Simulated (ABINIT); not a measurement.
Crystal: BAs.

```
CELL_PARAMETERS angstrom
0.00000 2.38850 2.38850
2.38850 0.00000 2.38850
2.38850 2.38850 0.00000
ATOMIC_POSITIONS crystal
As 0.75000 0.75000 0.75000
B 0.00000 0.00000 0.00000
```

Base run:

```yaml
Program: ABINIT 10.8.3 (patched build)
Functional: SCAN
Potentials_or_basis: JTH PAW PBE v2.0
Cutoff: 490 eV
k_mesh: 10 × 10 × 10
Occupations: fermi-dirac, width 0.05 eV
Spin: no spin polarisation
```

Its results: band gap on the k mesh 1.41 eV, indirect (least direct gap 3.59 eV); pressure -0.7 GPa.

After a change of settings the same cell gave: band gap on the k mesh 1.39 eV, indirect (least direct gap 3.44 eV); pressure 0.2 GPa. Which change was it?
A. functional from SCAN to rSCAN
B. functional from SCAN to LDA; potentials or basis from JTH PAW PBE v2.0 to PseudoDojo NC SR LDA v0.4.1 standard; cutoff from 490 eV to 1088 eV
C. functional from SCAN to r2SCAN; potentials or basis from JTH PAW PBE v2.0 to JTH PAW PBE v2.0 sp; valence electrons from 18 to 8
D. functional from SCAN to PBE; potentials or basis from JTH PAW PBE v2.0 to SPMS NC PBE v1.0; cutoff from 490 eV to 925 eV

A.

Caveats: the PAW data sets were made with another functional, which shifts forces and pressure a little.
